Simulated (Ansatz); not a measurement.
The system is CuO.

```
Cu O
1.0
     4.16094    0.00000    0.00000
     0.00000    4.16094    0.00000
     0.00000    0.00000    3.88764
Cu O
3 3
Direct
  0.50000 0.00000 0.50000
  0.00000 0.50000 0.50000
  0.00000 0.00000 0.00000
  0.00000 0.00000 0.50000
  0.50000 0.00000 0.00000
  0.00000 0.50000 0.00000
```

Measurements of this composition are mostly on another form, of space group No. 15.

Base run:

| Item | Value |
| --- | --- |
| Program | Ansatz 0.2.0 |
| Functional | PBEsol |
| Potentials or basis | Ansatz PAW |
| Cutoff | 420 eV |
| Density cutoff | 1680 eV |
| k mesh | 7 × 7 × 7 |
| Occupations | fermi-dirac, width 0.05 eV |
| Spin | no spin polarisation |
| Hubbard terms | Cu d U = 5.3 eV |

Its results: band gap on the k mesh none (metal or under the smearing width); pressure -2.4 GPa.

Problem. The run is repeated on the same cell with these changes: functional from PBEsol to LDA; hubbard terms from Cu d U = 5.3 eV to none; hubbard projectors from ortho-atomic (the default) to none. What comes out?

Solution. Band gap on the k mesh none (metal or under the smearing width); pressure -11.5 GPa.

Several settings changed at once, so the effect can't be laid on one alone.

Caveats: an odd number of electrons without spin polarisation forces a metal; a magnetic or distorted state may lie lower; the run has no spin polarisation, though such a crystal can be magnetic; the PAW data sets come from PBE, with cores solved anew for the run's functional, which leaves a small shift of forces and pressure; U without spin polarisation on a metal has little footing (some runs); semilocal functionals often make such compounds metallic where correlation or magnetic order opens a gap, which also shifts bond lengths (some runs).

Not every run made on this cell is shown here.
